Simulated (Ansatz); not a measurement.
# Element substitutions in BAs

The parent structure is BAs in the zinc blende structure (space group F-43m, No. 216; a = 4.809 Å).

Each row replaces one element on all its sites; cell and atoms are relaxed.

Levels (all Ansatz, a first-principles code, PAW): PBE (420 eV, scalar-relativistic without spin-orbit coupling); r2SCAN (500 eV, scalar-relativistic without spin-orbit coupling).

The base cell above is that of PBE; each level relaxes its own structures.

```json
[
 {"case": "As → Ga", "volume per atom, PBE": "15.09 Å³", "volume per atom, r2SCAN": "14.77 Å³"},
 {"case": "As → P", "volume per atom, PBE": "11.76 Å³", "volume per atom, r2SCAN": "11.67 Å³"},
 {"case": "B → Be", "volume per atom, PBE": "17.32 Å³", "volume per atom, r2SCAN": "17.14 Å³"}
]
```

PBE lies above r2SCAN in every row, by 0.09 Å³ to 0.31 Å³. They put the cases in the same order.

Whether these cells are dynamically stable was not tested. As relaxed here, GaB and BeAs are hypothetical phases, not in the database extracts checked. All final runs are without spin polarisation. An odd electron count without spin: BeAs.
